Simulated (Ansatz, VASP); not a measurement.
# TiCo: VASP beside Ansatz

```
CELL_PARAMETERS angstrom
2.93520 0.00000 0.00000
0.00000 2.93520 0.00000
0.00000 0.00000 2.93520
ATOMIC_POSITIONS crystal
Ti 0.50000 0.50000 0.50000
Co 0.00000 0.00000 0.00000
```

Alike in both runs: functional PBEsol; k mesh 6 × 6 × 6; occupations gaussian, width 0.1 eV; collinear spin.

Ansatz relaxed the structure, and its values are those at the end. VASP's run is a single point on that final structure, the one shown.

|  | VASP | Ansatz |
| --- | --- | --- |
| version | VASP 6.6.1 | Ansatz 0.2.0 |
| potentials or method | VASP PAW PBE potentials, release 64 (Ti_sv, Co) | scalar-relativistic, plane waves, PAW |
| plane-wave cutoff (eV) | 520 | 420 |
| valence electrons in the cell | 21 | 29 |

```tsv
	VASP	Ansatz	Ansatz less VASP
gap on the k mesh at the Fermi level (eV)	none	none	-
pressure (GPa)	-0.5	-0.1	+0.43
net moment per atom (μB)	0.09	0.09	+0.005
size of the moment on the site where the two differ most (μB)	0.23	0.25	+0.018
```

Site moments also hang on the region over which each program counts them. A gap of «none» marks a metal or a gap that the smearing closes. The functional is the same, so the differences come from potentials, cutoffs and numerics. The two sets of potentials don't hold the same shells in valence.

Caveats: the PAW data sets were made with another functional, which shifts forces and pressure a little (VASP).
